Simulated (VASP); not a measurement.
# Tl (P6_3/mmc) in VASP: a series of runs, part 2 of 2

VASP 6.6.1. The steps go on from the part before.

**4. Single point, PBEsol**

Input file INCAR:

```
PREC = Accurate ; ENCUT = 350
EDIFF = 1E-6 ; ISMEAR = 1
SIGMA = 0.1 ; LREAL = F
LASPH = T ; NELM = 100
ALGO = Normal ; ISIF = 2
LWAVE = F ; LCHARG = F
GGA = PS ; NBANDS = 20
ADDGRID = F
```

Input file KPOINTS:

```
Automatic mesh
0
Gamma
  5 5 3
```

Input file POSCAR:

```
Tl
1.0
    3.4560000000      0.0000000000      0.0000000000
   -1.7280000000      2.9929837955      0.0000000000
    0.0000000000      0.0000000000      5.5250000000
Tl
2
Direct
    0.6666666667      0.3333333333      0.7500000000
    0.3333333333      0.6666666667      0.2500000000
```

Potentials or basis: VASP PAW PBE potentials, release 64 (Tl_d).

Run with:

```console
$ cat potpaw_PBE.64/Tl_d/POTCAR > POTCAR
$ mpirun -np 1 vasp_std > vasp.out
```

OUTCAR:

```text
PREC = Accurate
   ENCUT = 350
   EDIFF = 1E-6
   ISMEAR = 1
   LREAL = F
   LASPH = T
   NELM = 100
   ISIF = 2
   GGA = PS

 Found     10 irreducible k-points:

 Following reciprocal coordinates:
            Coordinates               Weight
  0.000000  0.000000  0.000000      1.000000
  0.200000 -0.000000  0.000000      6.000000
  0.400000  0.000000  0.000000      6.000000
  0.200000  0.200000  0.000000      6.000000
  0.400000  0.200000  0.000000      6.000000
  0.000000  0.000000  0.333333      2.000000
   k-points           NKPTS =     10   k-points in BZ     NKDIM =     10   number of bands    NBANDS=     20
   number of dos      NEDOS =    301   number of ions     NIONS =      2
   total plane-waves  NPLWV =  20736
   dimension x,y,z NGX =    24 NGY =   24 NGZ =   36
   dimension x,y,z NGXF=    48 NGYF=   48 NGZF=   72
   ions per type =               2
   NGX,Y,Z   is equivalent  to a cutoff of  11.54, 11.54, 10.83 a.u.
   NGXF,Y,Z  is equivalent  to a cutoff of  23.09, 23.09, 21.66 a.u.
 SYSTEM =  unknown system
   PREC   = accura    normal or accurate (medium, high low for compatibility)
   ISTART =      0    job   : 0-new  1-cont  2-samecut
   ICHARG =      2    charge: 1-file 2-atom 10-const
   ISPIN  =      1    spin polarized calculation?
   LNONCOLLINEAR =      F non collinear calculations
   LSORBIT =      F    spin-orbit coupling
   LASPH  =      T    aspherical Exc in radial PAW
   ENCUT  =  350.0 eV  25.72 Ry    5.07 a.u.   5.27  5.27  8.43*2*pi/ulx,y,z
   NELM   =    100;   NELMIN=  2; NELMDL= -5     # of ELM steps
   EDIFF  = 0.1E-05   stopping-criterion for ELM
   LREAL  =      F    real-space projection
   EDIFFG = 0.1E-04   stopping-criterion for IOM
   NSW    =      0    number of steps for IOM
   IBRION =     -1    ionic relax: 0-MD 1-quasi-New 2-CG
   NFREE  =      0    steps in history (QN), initial steepest desc. (CG)
   ISIF   =      2    stress and relaxation
   ISYM   =      2    0-nonsym 1-usesym 2-fastsym
   POTIM  = 0.5000    time-step for ionic-motion
   TEBEG  =    0.0;   TEEND  =   0.0 temperature during run
   PSTRESS=    0.0 pullay stress
   NELECT =      26.0000    total number of electrons
   NUPDOWN=      -1.0000    fix difference up-down
   EMIN   =  10.00;   EMAX   =-10.00  energy-range for DOS
   EFERMI =   0.00;   METHOD = LEGACY
   ISMEAR =     1;   SIGMA  =   0.10  broadening in eV -4-tet -1-fermi 0-gaus
   EFERMI_NEDOS =   21; number of points for ismear=-14 and -15
   IALGO  =     38    algorithm
   IMIX   =      4    mixing-type and parameters
     AMIX     =   0.40;   BMIX     =  1.00
     AMIX_MAG =   1.60;   BMIX_MAG =  1.00
  volume/ion in A,a.u.               =      28.57       192.83
  Fermi-wavevector in a.u.,A,eV,Ry     =   1.259107  2.379366 21.569987  1.585349
  Thomas-Fermi vector in A             =   2.392683
   LORBIT       =      0    0 simple, 1 ext, 2 COOP (PROOUT), +10 PAW based schemes
   GGA     = PS    functional components
   LHFCALC =     F    Hartree Fock is set to
   AEXX    =    0.0000 exact exchange contribution
   IVDW    =     0    specifies the selected vdW correction
   LEPSILON=     F    determine dielectric tensor
   LRPA    =     F    only Hartree local field effects (RPA)
 non-spin polarized calculation
 Methfessel and Paxton  Order N= 1 SIGMA  =   0.10
  energy-cutoff  :      350.00
  volume of cell :       57.15
 maximum number of plane-waves:       857
 NGX is ok and might be reduce to    24
   NGX = 11   NGY = 11   NGZ = 17

 number of electron      25.9999998 magnetization

 Free energy of the ion-electron system (eV)
  ---------------------------------------------------
  ext. energy  EPLUGINS =         0.00000000
  ---------------------------------------------------
  free energy    TOTEN  =        -5.23958056 eV

  energy without entropy =       -5.23774805  energy(sigma->0) =       -5.23896973

 E-fermi :   6.6336     XC(G=0): -10.3706

 val. band max:        6.3924731294   @ k =   0.4000   0.0000   0.3333
 cond. band min:       6.6766517609   @ k =   0.2000   0.2000   0.3333
 fundamental gap:      0.2841786315
 Fermi energy:         6.6336146462

 k-point     1 :       0.0000    0.0000    0.0000
  band No.  band energies     occupation
      1      -5.3593      2.00000
      2      -5.1280      2.00000
      3      -5.0867      2.00000
      4      -5.0867      2.00000
      5      -5.0322      2.00000
      6      -5.0322      2.00000
[... 12 lines left out ...]
     19      17.1951      0.00000
     20      17.2992      0.00000

 k-point     2 :       0.2000   -0.0000    0.0000
  band No.  band energies     occupation
      1      -5.3151      2.00000
      2      -5.1510      2.00000
      3      -5.0863      2.00000
      4      -5.0609      2.00000
      5      -5.0525      2.00000
      6      -4.9542      2.00000
[... 12 lines left out ...]
     19      16.5278      0.00000
     20      17.8746      0.00000

 k-point     3 :       0.4000    0.0000    0.0000
  band No.  band energies     occupation
      1      -5.4432      2.00000
      2      -5.2881      2.00000
      3      -5.2126      2.00000
      4      -5.1433      2.00000
      5      -4.9479      2.00000
      6      -4.9150      2.00000
[... 12 lines left out ...]
     19      14.8797      0.00000
     20      16.3514      0.00000

 k-point     4 :       0.2000    0.2000    0.0000
  band No.  band energies     occupation
      1      -5.2484      2.00000
      2      -5.2299      2.00000
      3      -5.2293      2.00000
      4      -5.1155      2.00000
      5      -4.9522      2.00000
      6      -4.8875      2.00000
[... 12 lines left out ...]
     19      14.8422      0.00000
     20      18.4854      0.00000

 k-point     5 :       0.4000    0.2000    0.0000
  band No.  band energies     occupation
      1      -5.3602      2.00000
      2      -5.2927      2.00000
      3      -5.1191      2.00000
      4      -5.1092      2.00000
      5      -4.9730      2.00000
      6      -4.8952      2.00000
[... 12 lines left out ...]
     19      13.8181      0.00000
     20      18.3696      0.00000

 k-point     6 :       0.0000    0.0000    0.3333
  band No.  band energies     occupation
      1      -5.2858      2.00000
      2      -5.1611      2.00000
      3      -5.1338      2.00000
      4      -5.1338      2.00000
      5      -5.0866      2.00000
      6      -5.0866      2.00000
[... 12 lines left out ...]
     19      16.7476      0.00000
     20      17.0289      0.00000

 [... further k-points ...]
[... 5 lines left out ...]
  --------------------------------------------------------------------------------------
  -------------------------------------------------------------------------------------
  Total       -0.3551438     -0.3551438      0.1816946      0.0000000     -0.0000000      0.0000000
  in kB       -9.9564476     -9.9564476      5.0938035      0.0000000     -0.0000000      0.0000000
  external PRESSURE =      -4.9396973 kB  Pullay stress =       0.0000000 kB

 VOLUME and BASIS-vectors are now :
 -----------------------------------------------------------------------------
  energy-cutoff  :      350.00
  volume of cell :       57.15
      direct lattice vectors                 reciprocal lattice vectors
     3.456000000  0.000000000  0.000000000     0.289351852  0.167057370  0.000000000
    -1.728000000  2.992983795  0.000000000     0.000000000  0.334114739  0.000000000
     0.000000000  0.000000000  5.525000000     0.000000000  0.000000000  0.180995475

 POSITION                                       TOTAL-FORCE (eV/Angst)
 -----------------------------------------------------------------------------------
      1.72800      0.99766      4.14375        -0.000000      0.000000      0.000000
     -0.00000      1.99532      1.38125         0.000000      0.000000      0.000000
 -----------------------------------------------------------------------------------
    total drift:                               -0.000000      0.000000     -0.000000

  FREE ENERGIE OF THE ION-ELECTRON SYSTEM (eV)
  ---------------------------------------------------
  free  energy   TOTEN  =        -5.2395805628 eV

  energy  without entropy=       -5.2377480514  energy(sigma->0) =       -5.23896973
```

stdout:

```text
POSCAR found type information on POSCAR Tl
 POSCAR found :  1 types and       2 ions
 scaLAPACK will be used
 -----------------------------------------------------------------------------
|                                                                             |
|                                                                             |
|     You enforced a specific xc type in the INCAR file but a different       |
|     I HOPE YOU KNOW WHAT YOU ARE DOING!                                     |
|                                                                             |
 -----------------------------------------------------------------------------

 LDA part: xc-table for (Slater+PW92), standard interpolation
 POSCAR, INCAR and KPOINTS ok, starting setup
 FFT: planning ... GRIDC
 FFT: planning ... GRID_SOFT
 FFT: planning ... GRID
 WAVECAR not read
 entering main loop
```

Run time: 4.2 s. Hardware: 1 thread of Intel Xeon Platinum 8488C (Sapphire Rapids), shared host; peak memory 0.14 GiB.

These settings aren't checked as converged: the numbers below hold their error.

What came out:

```
Free energy            : -5.2396 eV
Pressure               : -0.5 GPa
Band gap on the k mesh : none (metal or under the smearing width)
```

Caveat: the k mesh is coarse (spacing up to 0.42 Å⁻¹), so the values aren't converged; the PAW data sets were made with another functional, which shifts forces and pressure a little.

**5. Single point, PBEsol**

Changes to INCAR since step 4:

```diff
@@ -1,2 +1,2 @@
-PREC = Accurate ; ENCUT = 350
+PREC = Accurate ; ENCUT = 400
 EDIFF = 1E-6 ; ISMEAR = 1
```

KPOINTS is that of step 4.

POSCAR is that of step 4.

Run with:

```console
$ cat potpaw_PBE.64/Tl_d/POTCAR > POTCAR
$ mpirun -np 1 vasp_std > vasp.out
```

Run time: 4.4 s. Hardware: 1 thread of Intel Xeon Platinum 8488C (Sapphire Rapids), shared host; peak memory 0.14 GiB.

These settings aren't checked as converged: the numbers below hold their error.

Results:

* Free energy: -5.2402 eV
* Pressure: 0.0 GPa
* Band gap on the k mesh: none (metal or under the smearing width)

Caveat: the k mesh is coarse (spacing up to 0.42 Å⁻¹), so the values aren't converged; the PAW data sets were made with another functional, which shifts forces and pressure a little.

**6. Single point, PBEsol**

Changes to INCAR since step 5:

```diff
@@ -1,2 +1,2 @@
-PREC = Accurate ; ENCUT = 400
+PREC = Accurate ; ENCUT = 450
 EDIFF = 1E-6 ; ISMEAR = 1
```

KPOINTS is that of step 5.

POSCAR is that of step 5.

Potentials or basis: VASP PAW PBE potentials, release 64 (Tl_d).

Run with:

```console
$ cat potpaw_PBE.64/Tl_d/POTCAR > POTCAR
$ mpirun -np 1 vasp_std > vasp.out
```

Wall time 4.6 s (1 thread of Intel Xeon Platinum 8488C (Sapphire Rapids), shared host); peak memory 0.15 GiB.

These settings aren't checked as converged: the numbers below hold their error.

What came out:

| Property | Result |
| --- | --- |
| Free energy | -5.2406 eV |
| Pressure | 0.1 GPa |
| Band gap on the k mesh | none (metal or under the smearing width) |

Caveat: the k mesh is coarse (spacing up to 0.42 Å⁻¹), so the values aren't converged; the PAW data sets were made with another functional, which shifts forces and pressure a little.
